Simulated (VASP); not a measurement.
**Vacuum and the quasiparticle gap of a sheet of MoTe2 monolayer**

How does the G0W0 gap of a single sheet of MoTe2 monolayer depend on the vacuum between its repeats?

Main program and level: VASP 6.6.1; PBE, no spin polarisation; plane waves and PAW (Mo_sv, Te), in the first sound run; inputs show where later runs differ.

### 1. The structure

The cell holds 3 atoms: 1 Mo and 2 Te. Cell: a = 3.550 Å, b = 3.550 Å, c = 12.000 Å, α = 90.0°, β = 90.0°, γ = 120.0°. Vacuum lies along c.

As a file:

```cif
data_structure
_symmetry_space_group_name_H-M 'P 1'
_symmetry_Int_Tables_number 1
_cell_length_a 3.5500
_cell_length_b 3.5500
_cell_length_c 12.0000
_cell_angle_alpha 90.000
_cell_angle_beta 90.000
_cell_angle_gamma 120.000
_cell_volume 130.97
loop_
_atom_site_label
_atom_site_type_symbol
_atom_site_fract_x
_atom_site_fract_y
_atom_site_fract_z
_atom_site_occupancy
Mo1 Mo 0.33333 0.66667 0.50000 1
Te2 Te 0.66667 0.33333 0.65083 1
Te3 Te 0.66667 0.33333 0.34917 1
```

### 2. Relaxation

The atoms are relaxed first inside the given cell, which is kept (ISIF = 2), since band edges depend on the positions.

The input, INCAR:

```
SYSTEM = Te2Mo
PREC = Accurate
ENCUT = 400
EDIFF = 1E-06
NELM = 100
ISMEAR = 0
SIGMA = 0.05
LREAL = .FALSE.
ALGO = Normal
GGA = PE
NBANDS = 19
LASPH = .TRUE.
LWAVE = .FALSE.
LCHARG = .FALSE.
KPAR = 4
IBRION = 2
NSW = 60
ISIF = 2
EDIFFG = -0.01
```

The input, POSCAR:

```
Te2Mo
1.0
    3.5500000000      0.0000000000      0.0000000000
   -1.7750000000      3.0743901834      0.0000000000
    0.0000000000      0.0000000000     12.0000000000
Mo Te
1 2
Direct
    0.3333333333      0.6666666667      0.5000000000
    0.6666666667      0.3333333333      0.6508333334
    0.6666666667      0.3333333333      0.3491666666
```

The input, KPOINTS:

```
Automatic mesh
0
Gamma
7 7 1
0 0 0
```

Potentials, in the order of the species: Mo_sv and Te (PBE family, release 64).

Command:

```console
> mpirun -np 8 vasp_std
```

The program printed:

```text
[banner, memory and clock lines left out]
running    8 mpi-ranks, on    1 nodes
 distrk:  each k-point on    2 cores,    4 groups
 distr:  one band on    1 cores,    2 groups

 POSCAR found type information on POSCAR MoTe
 POSCAR found :  2 types and       3 ions
|                                                                             |
|           W    W    AA    RRRRR   N    N  II  N    N   GGGG   !!!           |
|           W    W   A  A   R    R  NN   N  II  NN   N  G    G  !!!           |
|           W    W  A    A  R    R  N N  N  II  N N  N  G       !!!           |
|           W WW W  AAAAAA  RRRRR   N  N N  II  N  N N  G  GGG   !            |
|           WW  WW  A    A  R   R   N   NN  II  N   NN  G    G                |
|           W    W  A    A  R    R  N    N  II  N    N   GGGG   !!!           |
|                                                                             |
|     For optimal performance we recommend to set                             |
|       NCORE = 2 up to number-of-cores-per-socket                            |
|     NCORE specifies how many cores store one orbital (NPAR=cpu/NCORE).      |
|     This setting can greatly improve the performance of VASP for DFT.       |
|     The default, NCORE=1 might be grossly inefficient on modern             |
|     multi-core architectures or massively parallel machines. Do your        |
|     Unfortunately you need to use the default for GW and RPA                |
|     calculations (for HF NCORE is supported but not extensively tested      |
|     yet).                                                                   |
|                                                                             |

 LDA part: xc-table for (Slater+PW92), standard interpolation
|                                                                             |
|           W    W    AA    RRRRR   N    N  II  N    N   GGGG   !!!           |
|           W    W   A  A   R    R  NN   N  II  NN   N  G    G  !!!           |
|           W    W  A    A  R    R  N N  N  II  N N  N  G       !!!           |
|           W WW W  AAAAAA  RRRRR   N  N N  II  N  N N  G  GGG   !            |
|           WW  WW  A    A  R   R   N   NN  II  N   NN  G    G                |
|           W    W  A    A  R    R  N    N  II  N    N   GGGG   !!!           |
|                                                                             |
|     The number of bands has been changed from the values supplied in        |
|     The orbitals not found in the WAVECAR file will be initialized with     |
|     random numbers, which is usually adequate. For correlated               |
|     calculations, however, you should redo the groundstate calculation.     |
|     I found NBANDS = 19. Now, NBANDS = 20.                                  |
|                                                                             |

 POSCAR, INCAR and KPOINTS ok, starting setup
 FFT: planning ... GRIDC
 FFT: planning ... GRID_SOFT
 FFT: planning ... GRID
 WAVECAR not read
 entering main loop
       N       E                     dE             d eps       ncg     rms          rms(c)
DAV:   1     0.102674069699E+03    0.10267E+03   -0.12147E+04   424   0.874E+02
DAV:   2    -0.133725715398E+02   -0.11605E+03   -0.11358E+03   416   0.203E+02
DAV:   3    -0.185724402685E+02   -0.51999E+01   -0.51505E+01   392   0.375E+01
DAV:   4    -0.187032806313E+02   -0.13084E+00   -0.13079E+00   456   0.596E+00
DAV:   5    -0.187043159673E+02   -0.10353E-02   -0.10353E-02   404   0.538E-01    0.146E+01
DAV:   6    -0.183308606506E+02    0.37346E+00   -0.49240E+00   332   0.119E+01    0.621E+00
DAV:   7    -0.182315830039E+02    0.99278E-01   -0.41719E+00   352   0.934E+00    0.432E+00
DAV:   8    -0.180269048516E+02    0.20468E+00   -0.93801E-01   352   0.492E+00    0.124E+00
DAV:   9    -0.180251976026E+02    0.17072E-02   -0.70757E-02   384   0.139E+00    0.670E-01
DAV:  10    -0.180212291575E+02    0.39684E-02   -0.16116E-02   372   0.749E-01    0.161E-01
DAV:  11    -0.180208232210E+02    0.40594E-03   -0.72589E-04   412   0.153E-01    0.702E-02
DAV:  12    -0.180209688252E+02   -0.14560E-03   -0.14733E-04   352   0.601E-02    0.443E-02
DAV:  13    -0.180212550621E+02   -0.28624E-03   -0.54915E-04   344   0.120E-01    0.851E-02
DAV:  14    -0.180213887285E+02   -0.13367E-03   -0.63235E-05   336   0.472E-02    0.204E-02
DAV:  15    -0.180213907768E+02   -0.20482E-05   -0.17960E-05   384   0.263E-02    0.117E-02
DAV:  16    -0.180213926162E+02   -0.18394E-05   -0.28403E-06   300   0.906E-03    0.365E-03
DAV:  17    -0.180213930889E+02   -0.47272E-06   -0.30193E-07   268   0.307E-03
   1 F= -.18021393E+02 E0= -.18021393E+02  d E =-.180214E+02
 curvature:   0.00 expect dE= 0.000E+00 dE for cont linesearch  0.000E+00
 trial: gam= 0.00000 g(F)=  0.112E-04 g(S)=  0.000E+00 ort = 0.000E+00 (trialstep = 0.100E+01)
 search vector abs. value=  0.112E-04
 bond charge predicted
       N       E                     dE             d eps       ncg     rms          rms(c)
DAV:   1    -0.180214002821E+02   -0.76659E-05   -0.23342E-04   328   0.650E-02    0.111E-02
DAV:   2    -0.180214005994E+02   -0.31739E-06   -0.11006E-05   372   0.157E-02    0.695E-03
DAV:   3    -0.180214003948E+02    0.20466E-06   -0.14198E-06   200   0.611E-03
   2 F= -.18021400E+02 E0= -.18021400E+02  d E =-.730588E-05
 trial-energy change:   -0.000007  1 .order   -0.000008   -0.000011   -0.000004
 step:   1.5875(harm=  1.5875)  dis= 0.00082  next Energy=   -18.021402 (dE=-0.887E-05)
 reached required accuracy - stopping structural energy minimisation
```

It took 8.6 s on 8 MPI ranks of Intel Xeon Platinum 8259CL at 2.50GHz (Skylake/Cascade Lake), shared host; peak memory 1.5 GiB; 62 s of CPU time.

Lines that name or quote the potential files are left out of all logs, and their timing lines are given in words.

Parts of OUTCAR (step 2):

```text
ion  position               nearest neighbor table
   1  0.333  0.667  0.500-   2 2.73   3 2.73   2 2.73   3 2.73   2 2.73   3 2.73
   2  0.667  0.333  0.651-   1 2.73   1 2.73   1 2.73   3 3.62
   3  0.667  0.333  0.349-   1 2.73   1 2.73   1 2.73   2 3.62

  LATTYP: Found a hexagonal cell.
 ALAT       =     3.5500000000
 C/A-ratio  =     3.3802816901

 Subroutine GETGRP returns: Found 12 space group operations
 (whereof 12 operations were pure point group operations)

The static configuration has the point symmetry D_3h.

 Found      8 irreducible k-points:

   k-points           NKPTS =      8   k-points in BZ     NKDIM =      8   number of bands    NBANDS=     20

   dimension x,y,z NGX =    24 NGY =   24 NGZ =   80
   dimension x,y,z NGXF=    48 NGYF=   48 NGZF=  160

   ENCUT  =  400.0 eV  29.40 Ry    5.42 a.u.   5.79  5.79 19.57*2*pi/ulx,y,z

   NELECT =      26.0000    total number of electrons

 k-points in reciprocal lattice and weights: Automatic mesh
   0.00000000  0.00000000  0.00000000       0.020
   0.14285714 -0.00000000  0.00000000       0.122
   0.28571429 -0.00000000  0.00000000       0.122
   0.42857143 -0.00000000  0.00000000       0.122
   0.14285714  0.14285714  0.00000000       0.122
   0.28571429  0.14285714  0.00000000       0.245
   0.42857143  0.14285714  0.00000000       0.122
   0.28571429  0.28571429  0.00000000       0.122

 average (electrostatic) potential at core
       1 -78.9564       2 -91.6358       3 -91.6358

 E-fermi :   2.6221

 k-point     1 :       0.0000    0.0000    0.0000
  band No.  band energies     occupation
    ...
      9       0.8590      2.00000
     10       0.8590      2.00000
     11       1.6268      2.00000
     12       1.6268      2.00000
     13       2.0241      2.00000
     14       5.5515      0.00000
     15       5.5515      0.00000
     16       5.8243      0.00000
     17       5.8243      0.00000
     18       6.3469      0.00000
    ...

 k-point     2 :       0.1429   -0.0000    0.0000
  band No.  band energies     occupation
    ...
      9       0.3153      2.00000
     10       1.0809      2.00000
     11       1.2914      2.00000
     12       1.7251      2.00000
     13       1.9754      2.00000
     14       4.6494      0.00000
     15       4.7624      0.00000
     16       5.2968      0.00000
     17       5.7566      0.00000
     18       6.7421      0.00000
    ...

 k-point     3 :       0.2857   -0.0000    0.0000
  band No.  band energies     occupation
    ...
      9      -0.7142      2.00000
     10       0.6824      2.00000
     11       1.2051      2.00000
     12       1.6156      2.00000
     13       1.6271      2.00000
     14       3.9354      0.00000
     15       4.4426      0.00000
     16       4.8673      0.00000
     17       6.0266      0.00000
     18       7.5033      0.00000
    ...

  Total       -0.0235969     -0.0235969     -0.0783939      0.0000000      0.0000000     -0.0000000
  in kB       -0.2886666     -0.2886666     -0.9590119      0.0000000      0.0000000     -0.0000000
  external PRESSURE =      -0.5121150 kB  Pullay stress =       0.0000000 kB

  energy-cutoff  :      400.00
  volume of cell :      130.97
      direct lattice vectors                 reciprocal lattice vectors
     3.550000000  0.000000000  0.000000000     0.281690141  0.162633879  0.000000000
    -1.775000000  3.074390183  0.000000000     0.000000000  0.325267757  0.000000000
     0.000000000  0.000000000 12.000000000     0.000000000  0.000000000  0.083333333

 POSITION                                       TOTAL-FORCE (eV/Angst)
 -----------------------------------------------------------------------------------
     -0.00000      2.04959      6.00000         0.000000      0.000000      0.000000
      1.77500      1.02480      7.81052        -0.000000      0.000000      0.003983
      1.77500      1.02480      4.18948         0.000000     -0.000000     -0.003983
 -----------------------------------------------------------------------------------
    total drift:                                0.000001     -0.000000     -0.000000

  FREE ENERGIE OF THE ION-ELECTRON SYSTEM (eV)
  ---------------------------------------------------
  free  energy   TOTEN  =       -18.0214003948 eV

  energy  without entropy=      -18.0214003948  energy(sigma->0) =      -18.02140039

 reached required accuracy - stopping structural energy minimisation

[... 3 further parts left out ...]
```

The run keeps the 12 symmetry operations of its start, so it cannot find a distortion of lower symmetry.

No atom moved by 0.005 Å in the relaxation.

This step gave:

```yaml
free_energy_toten: -18.02 eV
fermi_energy: 2.622 eV
```

At PBE, with these data sets, the largest force is down to 0.0040 eV/Å.

[end of part 1 of 5]

[Lines on the potential files, build, host, timing and source positions are cut from VASP's logs without a mark.]

[Logs are printed without paths, hosts, clocks, repeated set-up lines and the standing remarks that a program may print on its own settings, such as how far it seeks lower states.]

[Hosts, paths, dates, database ids (printed as entryN), source tags and the programs' standing remarks are cut or masked in the printed files.]

[Pressures printed for these runs are not shown converged in the cutoff: they can be off by several GPa and have the wrong sign.]
